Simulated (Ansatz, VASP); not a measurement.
One calculation of Au, two programs

```xyz
5
Lattice="2.8877 0.0000 0.0000 -1.4438 2.5008 0.0000 0.0000 0.0000 24.4310" Properties=species:S:1:pos:R:3 pbc="T T T"
Au    1.4438    0.8336    7.5007
Au    0.0000    1.6672    9.8782
Au    0.0000    0.0000   12.2155
Au    1.4438    0.8336   14.5529
Au    0.0000    1.6672   16.9304
```

Alike in both runs: task single point; functional PBEsol; k mesh 12 × 12 × 1; occupations gaussian, width 0.1 eV; no spin polarisation.

|  | VASP | Ansatz |
| --- | --- | --- |
| version | VASP 6.6.1 | Ansatz 0.2.0 |
| potentials or method | VASP PAW PBE potentials, release 64 (Au) | scalar-relativistic, plane waves, PAW |
| plane-wave cutoff (eV) | 520 | 420 |
| valence electrons in the cell | 55 | 95 |

```tsv
	VASP	Ansatz	Ansatz less VASP
gap on the k mesh at the Fermi level (eV)	none	none	-
work function, face that differs most (eV)	5.35	5.35	+0.004
```

A gap of «none» marks a metal or a gap that the smearing closes. With one functional, cell and mesh, what is left measures potentials, basis and numerics. The two sets of potentials don't hold the same shells in valence. Ansatz warned: «xc_potential_rough_in_thin_density».

 The runs have no spin-orbit coupling, so splittings on Au are missing.
